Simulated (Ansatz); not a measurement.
Crystal: SiNi.

```
CELL_PARAMETERS angstrom
5.17310 0.00000 0.00000
0.00000 3.33810 0.00000
0.00000 0.00000 5.60490
ATOMIC_POSITIONS crystal
Ni 0.99221 0.75000 0.81248
Ni 0.50779 0.25000 0.31248
Ni 0.49221 0.75000 0.68752
Ni 0.00779 0.25000 0.18752
Si 0.67872 0.25000 0.91750
Si 0.82128 0.75000 0.41750
Si 0.17872 0.25000 0.58250
Si 0.32128 0.75000 0.08250
```

| Item | Value |
| --- | --- |
| Program | Ansatz 0.2.0 |
| Task | relaxation of cell and atoms |
| Functional | PBE |
| Dispersion | D3(BJ) |
| Potentials or basis | Ansatz PAW |
| Cutoff | 420 eV (not typed: the program's choice for these potentials) |
| k mesh | 5 × 8 × 5 |
| Occupations | fermi-dirac, width 0.05 eV |
| Spin | collinear spin, ferromagnetic start |
| Starting moments | [1.0, 1.0, 1.0, 1.0, 0.0, 0.0, 0.0, 0.0] μB |

At the start: volume 12.10 Å³/atom.

Q: How do energy, volume and symmetry change on relaxing?

A: It ends after 6 steps and the volume is 11.80 Å³/atom (-2.5 %); space group Pnma (No. 62, to 0.05 Å); moment 0.00 μB per cell.

Step by step:
| step | energy change (eV) | largest force (eV/Å) | volume (Å³) |
| --- | --- | --- | --- |
| 1 | 0.0000 | 0.0693 | 96.79 |
| 2 | -0.0368 | 0.0583 | 95.47 |
| 3 | -0.0480 | 0.0367 | 94.17 |
| 4 | -0.0483 | 0.0133 | 94.35 |
| 5 | -0.0484 | 0.0017 | 94.37 |
| 6 | -0.0477 | 0.0017 | 94.37 |

Final structure:
```cif
data_structure
_symmetry_space_group_name_H-M 'P 1'
_symmetry_Int_Tables_number 1
_cell_length_a 5.0726
_cell_length_b 3.3693
_cell_length_c 5.5215
_cell_angle_alpha 90.000
_cell_angle_beta 90.000
_cell_angle_gamma 90.000
_cell_volume 94.37
loop_
_atom_site_label
_atom_site_type_symbol
_atom_site_fract_x
_atom_site_fract_y
_atom_site_fract_z
_atom_site_occupancy
Ni1 Ni 0.99007 0.75000 0.81287 1
Ni2 Ni 0.50993 0.25000 0.31287 1
Ni3 Ni 0.49007 0.75000 0.68713 1
Ni4 Ni 0.00993 0.25000 0.18713 1
Si1 Si 0.67733 0.25000 0.91289 1
Si2 Si 0.82267 0.75000 0.41289 1
Si3 Si 0.17733 0.25000 0.58711 1
Si4 Si 0.32267 0.75000 0.08711 1
```

The cell as given is a measured one (12.10 Å³/atom); PBE+D3(BJ) puts the equilibrium volume -2.5 % from it, thermal expansion not counted.

Caveat: the plane-wave basis is chosen anew once the cell has moved, so the energies of steps on either side of that aren't comparable; pairwise dispersion overbinds metals, which lowers pressure and volume; the starting moments weren't kept.
